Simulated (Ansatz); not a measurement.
# AgCl: the cost of one run

Method: DFT PBE, scalar-relativistic, in Ansatz 0.2.0.

### Step 1. The starting structure

Symmetry: Fm-3m, No. 225, cubic system. The conventional cell has a = 5.546 Å, b = 5.546 Å, c = 5.546 Å, α = 90.00°, β = 90.00°, γ = 90.00°. Ag (site symmetry m-3m) has 6 Cl at 2.77 Å as nearest neighbours. Cl (site symmetry m-3m) is surrounded by 6 Ag at 2.77 Å.

As a file:

```
Ag Cl
1.0
     0.00000    2.77315    2.77315
     2.77315    0.00000    2.77315
     2.77315    2.77315    0.00000
Ag Cl
1 1
Direct
  0.50000 0.50000 0.50000
  0.00000 0.00000 0.00000
```

The cell is a deposited one (Crystallography Open Database entry 9011666); the temperature and pressure of the measurement aren't taken into account, and nothing was relaxed.

Atoms are numbered in the order of the input: Ag1, Cl2.

### Step 2. Full-potential LAPW

input.yaml reads:

```yaml
crystal:
  lattice:
    - [0.0, 2.77315, 2.77315]
    - [2.77315, 0.0, 2.77315]
    - [2.77315, 2.77315, 0.0]
  atoms:
    - { symbol: Ag, position: [0.5, 0.5, 0.5] }
    - { symbol: Cl, position: [0.0, 0.0, 0.0] }
kpoints:
  mp_grid: { grid: [8, 8, 8] }
  band_path:
    path:
      - [0.0, 0.0, 0.0]
      - [0.5, 0.0, 0.5]
      - [0.625, 0.25, 0.625]
      - [0.375, 0.375, 0.75]
      - [0.0, 0.0, 0.0]
      - [0.5, 0.5, 0.5]
      - [0.5, 0.25, 0.75]
      - [0.5, 0.0, 0.5]
    npoints: 14
scf:
  occupations: { method: fermi_dirac, width: 0.02 }
hamiltonian:
  xc: pbe
  pseudopotentials: { kind: all_electron, lapw: { basis_error: 0.0005 } }
output:
  forces: true
  stress: true
  eigenvalues: true
  populations: true
  dos: { projected: true, de: 0.2, e_range: [-14, 8] }
```

Started as:

```sh
> ansatz run input.yaml --threads 1 --pin off --max-ram 3072MiB --backend cpu --events-out ev --progress --plain --runs-dir out
```

Q: Estimate wall time and peak memory on 1 thread of Arm Neoverse V2, shared host.

About 10 s, with a peak of 0.29 GiB.
